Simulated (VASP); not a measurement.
# Zn (P6_3/mmc) in VASP: notebook, part 2 of 2

VASP 6.6.1. Earlier steps stand in the parts before.

### Step 5. Relaxation of shape and atoms at fixed volume, PBE+D3(BJ) (a relaxed cell with its volume scaled by 1.02)

Contents of INCAR:

```
SYSTEM = Zn
ALGO     = Normal         ! electronic algorithm
EDIFF    = 1E-7           ! SCF threshold, eV
EDIFFG   = -0.01          ! ionic threshold
ENCUT    = 600            ! plane-wave cutoff, eV
GGA      = PE             ! functional
IBRION   = 2              ! ionic algorithm
ISIF     = 4              ! what is computed and relaxed
ISMEAR   = 1              ! smearing method
IVDW     = 12             ! dispersion correction
LASPH    = .TRUE.         ! aspherical terms in the spheres
LCHARG   = .FALSE.        ! write CHGCAR
LREAL    = .FALSE.        ! projectors in reciprocal space
LWAVE    = .FALSE.        ! write WAVECAR
NELM     = 80             ! most SCF steps
NSW      = 40             ! ionic steps
PREC     = Accurate       ! precision mode
SIGMA    = 0.1            ! smearing width, eV
```

Contents of KPOINTS:

```
k-points
0
G
  18 18 8
  0 0 0
```

Contents of POSCAR:

```
Zn                                      
1.0
    2.6410196202     -0.0000000000      0.0000000000
   -1.3205098101      2.2871900830     -0.0000000000
    0.0000000000      0.0000000000      4.8253333536
  Zn            
     2
Direct
     0.3333333332999970    0.6666666667000030    0.2500000000000000
     0.6666666667000030    0.3333333332999970    0.7500000000000000
```

Potentials or basis: VASP PAW PBE potentials, release 64 (Zn).

Launch:

```
$ cat potpaw_PBE.64/Zn/POTCAR > POTCAR
$ mpirun -np 1 vasp_std > vasp.out
```

OUTCAR:

```text
SYSTEM = Zn
   EDIFF = 1E-7
   EDIFFG = -0.01
   ENCUT = 600
   GGA = PE
   IBRION = 2
   ISIF = 4
   ISMEAR = 1
   IVDW = 12
   LASPH = .TRUE.
   LREAL = .FALSE.
   NELM = 80
   NSW = 40
   PREC = Accurate
 IVDW          = 12

 ion  position               nearest neighbor table
   1  0.333  0.667  0.250-   2 2.85   2 2.85   2 2.85   2 2.85   2 2.85   2 2.85
   2  0.667  0.333  0.750-   1 2.85   1 2.85   1 2.85   1 2.85   1 2.85   1 2.85

  LATTYP: Found a hexagonal cell.
 ALAT       =     2.6410196202
 C/A-ratio  =     1.8270721341

  Lattice vectors:

 A1 = (   2.6410196202,   0.0000000000,   0.0000000000)
 A2 = (  -1.3205098101,   2.2871900830,   0.0000000000)
 A3 = (   0.0000000000,   0.0000000000,   4.8253333536)

Analysis of symmetry for initial positions (statically):
=====================================================================
 Subroutine PRICEL returns:
 Original cell was already a primitive cell.

 Routine SETGRP: Setting up the symmetry group for a
 hexagonal supercell.

 Subroutine GETGRP returns: Found 24 space group operations
 (whereof 12 operations were pure point group operations)
 out of a pool of 24 trial point group operations.

The static configuration has the point symmetry D_3d.
 The point group associated with its full space group is D_6h.

Analysis of symmetry for dynamics (positions and initial velocities):
=====================================================================
 Subroutine PRICEL returns:
 Original cell was already a primitive cell.

 Routine SETGRP: Setting up the symmetry group for a
 hexagonal supercell.

 Subroutine GETGRP returns: Found 24 space group operations
 (whereof 12 operations were pure point group operations)
 out of a pool of 24 trial point group operations.

The dynamic configuration has the point symmetry D_3d.
 The point group associated with its full space group is D_6h.

 Subroutine INISYM returns: Found 24 space group operations
 (whereof 12 operations are pure point group operations),
 and found     1 'primitive' translations

----------------------------------------------------------------------------------------

                                     Primitive cell
[... 101 lines left out ...]
   PSTRESS=    0.0 pullay stress
   NELECT =      24.0000    total number of electrons
   NUPDOWN=      -1.0000    fix difference up-down
   EMIN   =  10.00;   EMAX   =-10.00  energy-range for DOS
   EFERMI =   0.00;   METHOD = LEGACY
   ISMEAR =     1;   SIGMA  =   0.10  broadening in eV -4-tet -1-fermi 0-gaus
   EFERMI_NEDOS =   21; number of points for ismear=-14 and -15
   IALGO  =     38    algorithm
   IMIX   =      4    mixing-type and parameters
     AMIX     =   0.40;   BMIX     =  1.00
     AMIX_MAG =   1.60;   BMIX_MAG =  1.00
  volume/ion in A,a.u.               =      14.57        98.35
  Fermi-wavevector in a.u.,A,eV,Ry     =   1.534422  2.899637 32.034253  2.354451
  Thomas-Fermi vector in A             =   2.641352
   LORBIT       =      0    0 simple, 1 ext, 2 COOP (PROOUT), +10 PAW based schemes
   GGA     = PE    functional components
   LHFCALC =     F    Hartree Fock is set to
   AEXX    =    0.0000 exact exchange contribution
   IVDW    =    12    specifies the selected vdW correction
   LEPSILON=     F    determine dielectric tensor
   LRPA    =     F    only Hartree local field effects (RPA)
 conjugate gradient relaxation of ions
 non-spin polarized calculation
 Methfessel and Paxton  Order N= 1 SIGMA  =   0.10
  energy-cutoff  :      600.00
  volume of cell :       29.15
 maximum number of plane-waves:       996
 NGX is ok and might be reduce to    24
   NGX = 11   NGY = 11   NGZ = 19

--------------------------------------- Ionic step        1  -------------------------------------------

 number of electron      23.9999988 magnetization

 Free energy of the ion-electron system (eV)
  ---------------------------------------------------
  ext. energy  EPLUGINS =         0.00000000
  ---------------------------------------------------
  free energy    TOTEN  =        -2.20083696 eV

  energy without entropy =       -2.20095661  energy(sigma->0) =       -2.20087684

------------------------ aborting loop because EDIFF is reached ----------------------------------------

 Edisp (eV)   -0.84046

 E8    (eV) :    -0.3535
[... 151 lines left out ...]
--------------------------------------- Ionic step        5  -------------------------------------------

 number of electron      24.0000002 magnetization

 Free energy of the ion-electron system (eV)
  ---------------------------------------------------
  ext. energy  EPLUGINS =         0.00000000
  ---------------------------------------------------
  free energy    TOTEN  =        -2.20112691 eV

  energy without entropy =       -2.20100887  energy(sigma->0) =       -2.20108756

 E-fermi :   3.5870     XC(G=0): -11.7767

 val. band max:        3.5664143166   @ k =   0.3333   0.2222   0.2500
 cond. band min:       3.6400336566   @ k =   0.3333   0.3333   0.1250
 fundamental gap:      0.0736193399
 Fermi energy:         3.5870437703

 k-point     1 :       0.0000    0.0000    0.0000
  band No.  band energies     occupation
      1      -7.3244      2.00000
      2      -5.3887      2.00000
      3      -4.6265      2.00000
      4      -4.3784      2.00000
      5      -4.3784      2.00000
      6      -4.3240      2.00000
[... 433 lines left out ...]
      3      -4.8688      2.00000
      4      -4.3801      2.00000
      5      -4.2500      2.00000
      6      -4.2281      2.00000
[... 8 lines left out ...]
     15       9.1222      0.00000
     16      10.3897      0.00000

 [... further k-points ...]

------------------------ aborting loop because EDIFF is reached ----------------------------------------

 Edisp (eV)   -0.84076

 E8    (eV) :    -0.3538
[... 25 lines left out ...]
  FREE ENERGIE OF THE ION-ELECTRON SYSTEM (eV)
  ---------------------------------------------------
  free  energy   TOTEN  =        -3.0418874014 eV

  energy  without entropy=       -3.0417693663  energy(sigma->0) =       -3.04184806

 reached required accuracy - stopping structural energy minimisation
```

OSZICAR:

```text
N       E                     dE             d eps       ncg     rms          rms(c)
DAV:   1     0.102657145513E+03    0.10266E+03   -0.13996E+04  6016   0.263E+03
DAV:   2     0.512990913099E+00   -0.10214E+03   -0.10074E+03  6072   0.321E+02
[... 38 lines left out ...]
DAV:   1    -0.220571036492E+01   -0.48563E-02   -0.10169E-01  6944   0.308E+00    0.432E-01
DAV:   2    -0.220272298018E+01    0.29874E-02   -0.28105E-03  6408   0.104E+00    0.260E-01
DAV:   3    -0.220110778495E+01    0.16152E-02   -0.20783E-03  8224   0.817E-01    0.265E-02
DAV:   4    -0.220112713272E+01   -0.19348E-04   -0.24728E-04  6192   0.192E-01    0.167E-02
DAV:   5    -0.220112695295E+01    0.17976E-06   -0.21138E-06  7248   0.415E-02    0.180E-03
DAV:   6    -0.220112690646E+01    0.46495E-07   -0.21987E-07  4320   0.823E-03
   5 F= -.30418874E+01 E0= -.30418481E+01  d E =-.592395E-03
```

CONTCAR:

```text
Zn
   1.00000000000000
     2.6267328027301633    0.0000000000000000    0.0000000000000000
    -1.3133664013650816    2.2748173361301935   -0.0000000000000000
     0.0000000000000000   -0.0000000000000001    4.8779661419041895
  Zn
     2
Direct
     0.3333333332999970    0.6666666667000030    0.2500000000000000
     0.6666666667000030    0.3333333332999970    0.7500000000000000

  0.00000000E+00  0.00000000E+00  0.00000000E+00
  0.00000000E+00  0.00000000E+00  0.00000000E+00
```

It took 3.6 min on 1 thread of Intel Xeon Platinum 8488C (Sapphire Rapids), shared host; peak memory 0.23 GiB.

What came out:

- Free energy: -3.0419 eV
- Energy gained by relaxing: 0.3 meV/atom
- Ionic steps: 5
- Pressure after relaxing: -1.4 GPa
- Band gap on the k mesh: none (metal or under the smearing width)
- Dispersion energy per atom: -0.420 eV

The path:
```tsv
step	energy change (eV)	largest force (eV/Å)	pressure (GPa)
1	0.0000	0.0000	-1.67
2	-0.0001	0.0000	-1.67
3	-0.0004	0.0000	-1.50
4	-0.0004	0.0000	-1.25
5	-0.0006	0.0000	-1.36
```

Final structure:
```
Zn
1.0
     2.62673    0.00000    0.00000
    -1.31337    2.27482    0.00000
     0.00000    0.00000    4.87797
Zn
2
Direct
  0.33333 0.66667 0.25000
  0.66667 0.33333 0.75000
```

Levels at points of the mesh, in eV from the Fermi level:
| k point | band 8 | band 9 | band 10 | band 11 | band 12 | band 13 | band 14 | band 15 | band 16 |
| --- | --- | --- | --- | --- | --- | --- | --- | --- | --- |
| (0.00, 0.00, 0.00) | -7.56 | -7.56 | -7.33 | -7.33 | -4.02 | -3.18 | 13.83 | 17.53 | 17.84 |
| (0.50, 0.00, 0.00) | -7.34 | -7.14 | -7.12 | -3.14 | -2.35 | 2.57 | 3.42 | 4.19 | 5.64 |
| (0.00, 0.00, 0.50) | -7.94 | -7.42 | -7.42 | -7.42 | -7.42 | 4.55 | 4.55 | 19.19 | 19.19 |
| (0.50, 0.00, 0.50) | -7.36 | -7.13 | -7.13 | -2.16 | -2.16 | 0.05 | 0.05 | 10.25 | 10.25 |

Caveat: pairwise dispersion overbinds metals, which lowers pressure and volume.

### Step 6. Summary

```csv
cell,gap on the mesh (eV),pressure (GPa)
atoms relaxed at fixed volume from: a relaxed cell with its volume scaled by 0.96,none,4.0
atoms relaxed at fixed volume from: a relaxed cell with its volume scaled by 0.98,none,1.9
atoms relaxed at fixed volume,none,0.0
atoms relaxed at fixed volume from: a relaxed cell with its volume scaled by 1.02,none,-1.4
```

Alike in all rows: task relaxation of shape and atoms at fixed volume; level PBE+D3(BJ); potentials or basis VASP PAW PBE potentials, release 64 (Zn); no spin polarisation; k mesh 18 × 18 × 8; cutoff (eV) 600; smearing methfessel-paxton 0.1 eV.

Caveats: pairwise dispersion overbinds metals, which lowers pressure and volume; the relaxation stopped at its first step, so nothing moved (some runs).

Total energies depend on the potentials used, so only differences within one code and one set of settings carry meaning.
